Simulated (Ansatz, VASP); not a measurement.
# SiSe: VASP beside Ansatz

POSCAR

```
SiSe
1.0
    0.0000000000      2.8400277228      2.8400277228
    2.8400277228      0.0000000000      2.8400277228
    2.8400277228      2.8400277228      0.0000000000
Si Se
1 1
Direct
    0.0000000000      0.0000000000      0.0000000000
    0.7500000000      0.7500000000      0.7500000000
```

INCAR.step1

```
SYSTEM = SiSe
PREC = Accurate
ENCUT = 600
ISMEAR = 0
SIGMA = 0.1
LREAL = .FALSE.
LASPH = .TRUE.
NELM = 60
GGA = PE
ALGO = Normal
EDIFF = 1E-4
LWAVE = .TRUE.
LCHARG = .FALSE.
```

The input INCAR.step2:

```
SYSTEM = SiSe
PREC = Accurate
ENCUT = 600
EDIFF = 1E-7
ISMEAR = 0
SIGMA = 0.1
LREAL = .FALSE.
LASPH = .TRUE.
NELM = 60
ALGO = Normal
ISIF = 3
LWAVE = .FALSE.
LCHARG = .FALSE.
METAGGA = R2SCAN
LMIXTAU = .TRUE.
IBRION = 2
NSW = 90
EDIFFG = -0.04
ISTART = 1
```

Contents of KPOINTS:

```
regular mesh
0
G
  6 6 6
  0 0 0
```

Input for Ansatz:

```yaml
crystal:
  lattice:
    - [0.0, 2.8400277228, 2.8400277228]
    - [2.8400277228, 0.0, 2.8400277228]
    - [2.8400277228, 2.8400277228, 0.0]
  atoms:
    - { symbol: Si, position: [0.0, 0.0, 0.0] }
    - { symbol: Se, position: [0.75, 0.75, 0.75] }
basis:
  ecutwfc: 500
kpoints:
  mp_grid: { grid: [6, 6, 6] }
hamiltonian:
  xc: r2scan
scf:
  occupations: { method: gaussian, width: 0.1 }
  lower_state_search: "off"
output:
  forces: true
  stress: true
  eigenvalues: true
relax:
  adjacent_minimum: "off"
  f_tol: 0.04
  max_steps: 70
  cell: { stress_tol: 0.4 }
```

Alike in both runs: task relaxation of cell and atoms; functional r2SCAN; k mesh 6 × 6 × 6; occupations gaussian, width 0.1 eV; no spin polarisation.

|  | VASP | Ansatz |
| --- | --- | --- |
| version | VASP 6.6.1 | Ansatz 0.2.0 |
| potentials or method | VASP PAW PBE potentials, release 64 (Si, Se) | scalar-relativistic, plane waves, PAW |
| plane-wave cutoff (eV) | 600 | 500 |
| valence electrons in the cell | 10 | 20 |

```tsv
	VASP	Ansatz	Ansatz less VASP
gap on the k mesh at the Fermi level, each at its own relaxed structure (eV)	none	none	-
relaxed volume (Å³/atom)	28.71	28.70	-0.004
relaxed cell length with the largest relative difference (Å)	4.330	4.330	-0.0002
energy change over the relaxation (meV/atom)	-186	-186	-0.4
```

A gap of «none» marks a metal or a gap that the smearing closes. The two sets of potentials don't hold the same shells in valence.

Caveats: the volume moved by over 15 % at a fixed basis, so the end points are rough (VASP); the PAW data sets were made with another functional, which shifts forces and pressure a little (VASP).
